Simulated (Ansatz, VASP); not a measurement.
## One calculation of Si, two programs

```
CELL_PARAMETERS angstrom
-2.32321 2.32866 1.31712
2.32866 -2.32321 1.31712
2.37064 2.37064 -1.30739
ATOMIC_POSITIONS crystal
Si 0.26491 0.73509 0.50000
Si 0.48509 0.51491 0.00000
```

Alike in both runs: task single point; functional PBEsol; k mesh 16 × 16 × 12; occupations gaussian, width 0.1 eV; no spin polarisation.

```csv
,VASP,Ansatz
version,VASP 6.6.1,Ansatz 0.2.0
potentials or method,"VASP PAW PBE potentials, release 64 (Si)","scalar-relativistic, plane waves, PAW"
plane-wave cutoff (eV),520,420
valence electrons in the cell,8,8
```

Ansatz gave:

```
gap on the k mesh at the Fermi level (eV)       : none
pressure (GPa)                                  : 6.9
largest component of the traceless stress (GPa) : 3.52
rms of the force components (eV/Å)              : 0.858
```

Task: Which values does VASP return?

Result: gap on the k mesh at the Fermi level (eV): none; pressure (GPa): 7.1; largest component of the traceless stress (GPa): 3.57; rms of the force components (eV/Å): 0.861.

Atom by atom the forces differ by 0.003 eV/Å (rms over components). A gap of «none» marks a metal or a gap that the smearing closes.

Caveats: the PAW data sets were made with another functional, which shifts forces and pressure a little (VASP).
